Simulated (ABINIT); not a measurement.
Input of an ABINIT 10.8.3 (patched build) run:

The input run.abi:

```
# Datasets: ground state, then fixed potential
ndtset 2

# Pseudopotentials
pp_dirpath "./"
pseudos "Al.GGA_PBE-JTH.xml"

# Structure
acell 3*1.0
rprim
     0.0000000000     3.8263269058     3.8263269058
     3.8263269058     0.0000000000     3.8263269058
     3.8263269058     3.8263269058     0.0000000000
ntypat 1
znucl 13
natom 1
typat 1
xred
     0.0000000000     0.0000000000     0.0000000000

# Plane-wave basis
ecut 544.227725 eV
pawecutdg 40.0

# Exchange and correlation
ixc -150130

# Bands and occupations
occopt 3
tsmear 0.00183747

# SCF cycle
nstep 100

# Output
iomode 3
prtwf 0
prteig 0
prtebands 0
prtden1 1

# Dataset 1
kptopt1 1
ngkpt1 11 11 11
nshiftk1 1
shiftk1 0.0 0.0 0.0
nband1 6
tolvrs1 1.0e-9

# Dataset 2: bands along G-X-W-K-G-L-U-W-L-K
iscf2 -2
getden2 1
nband2 10
nbdbuf2 2
tolwfr2 1.0e-12
kptopt2 -9
ndivsm2 5
prteig2 1
prtvol2 -3
kptbounds2
     0.0000000000     0.0000000000     0.0000000000
     0.5000000000     0.0000000000     0.5000000000
     0.5000000000     0.2500000000     0.7500000000
     0.3750000000     0.3750000000     0.7500000000
     0.0000000000     0.0000000000     0.0000000000
     0.5000000000     0.5000000000     0.5000000000
     0.6250000000     0.2500000000     0.6250000000
     0.5000000000     0.2500000000     0.7500000000
     0.5000000000     0.5000000000     0.5000000000
     0.3750000000     0.3750000000     0.7500000000
```

Potentials or basis: JTH PAW PBE v2.0.

The run is started by

```console
$ abinit run.abi > log 2>&1
```

**Question.** Predict the pressure.

**Answer.** -2.5 GPa.

**Question.** Predict the band gap on the k mesh.

**Answer.** None (metal or under the smearing width).

Levels at the corners of the path, in eV from the Fermi level:
```
point  band 1  band 2  band 3  band 4  band 5  band 6
    Γ  -11.10   12.59   12.59   12.59   14.03   14.03
    X   -2.92   -1.62    5.26    5.57    5.57    9.01
    W   -0.84   -0.84    0.12    1.12   15.77   15.77
    K   -1.88   -1.38   -0.40    6.53    8.17   15.61
    Γ  -11.10   12.59   12.59   12.59   14.03   14.03
    L   -4.60   -4.35   11.37   11.37   11.41   11.41
    U   -1.88   -1.38   -0.40    6.53    8.17   15.61
    W   -0.84   -0.84    0.12    1.12   15.77   15.77
    L   -4.60   -4.35   11.37   11.37   11.41   11.41
    K   -1.88   -1.38   -0.40    6.53    8.17   15.61
```

Caveat: the PAW data sets were made with another functional, which shifts forces and pressure a little.
